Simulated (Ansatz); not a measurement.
## SiO$_{2}$ under strain

Computed with Ansatz, DFT LDA, scalar-relativistic, plane waves, PAW. Run with 420 eV cutoff, 6×6×4 k-mesh, Gaussian smearing of 0.02 eV, no spin polarisation.

Reference structure (relaxed):

```yaml
crystal:
  lattice:
    - [4.94835, 0.00000, 0.00000]
    - [0.00000, 4.94835, 0.00000]
    - [0.00000, 0.00000, 6.87830]
  atoms:
    - { symbol: Si, position: [0.19615, 0.19615, 0.00000] }
    - { symbol: Si, position: [0.30385, 0.69615, 0.75000] }
    - { symbol: Si, position: [0.69615, 0.30385, 0.25000] }
    - { symbol: Si, position: [0.80385, 0.80385, 0.50000] }
    - { symbol: O, position: [0.61230, 0.73752, 0.68284] }
    - { symbol: O, position: [0.38770, 0.26248, 0.18284] }
    - { symbol: O, position: [0.73752, 0.61230, 0.31716] }
    - { symbol: O, position: [0.23752, 0.88770, 0.93284] }
    - { symbol: O, position: [0.26248, 0.38770, 0.81716] }
    - { symbol: O, position: [0.11230, 0.76248, 0.56716] }
    - { symbol: O, position: [0.88770, 0.23752, 0.06716] }
    - { symbol: O, position: [0.76248, 0.11230, 0.43284] }
```

Deformation: biaxial strain in the a-b plane, with the length and tilt of c and the atoms relaxed, all within the symmetry that the strain leaves. Energies are extrapolated to zero smearing. Gaps are Kohn–Sham gaps over the whole zone.

```csv
strain (%),ΔE (meV/atom),a (Å),b (Å),c (Å),gap (eV)
-3.0,3.7,4.800,4.800,6.790,5.69
-1.5,0.8,4.874,4.874,6.827,5.62
+0.0,0.0,4.948,4.948,6.878,5.55
+1.5,1.0,5.023,5.023,6.926,5.47
+3.0,3.7,5.097,5.097,6.985,5.40
```

Problem. What stiffness (1/V) d²E/dε² at zero strain does a cubic fit over all points give?

Solution. A cubic fit gives (1/V) d²E/dε² = 94 GPa at zero strain (twice the biaxial modulus).

Problem. How does the free axis c answer a small strain?

Solution. Between the innermost points its strain is 0.48 times the applied one.

Problem. How fast does the gap move with strain on either side?

Solution. -51 meV per percent on the compressed side and -51 meV per percent on the stretched side; it is direct at -1.5 %, direct at zero and direct at +1.5 %.

This form isn't the usual stable structure of the compound.

Cost: 5 runs of about 12 core-minutes in all, on Intel Xeon 6975P-C (Granite Rapids) (shared hosts).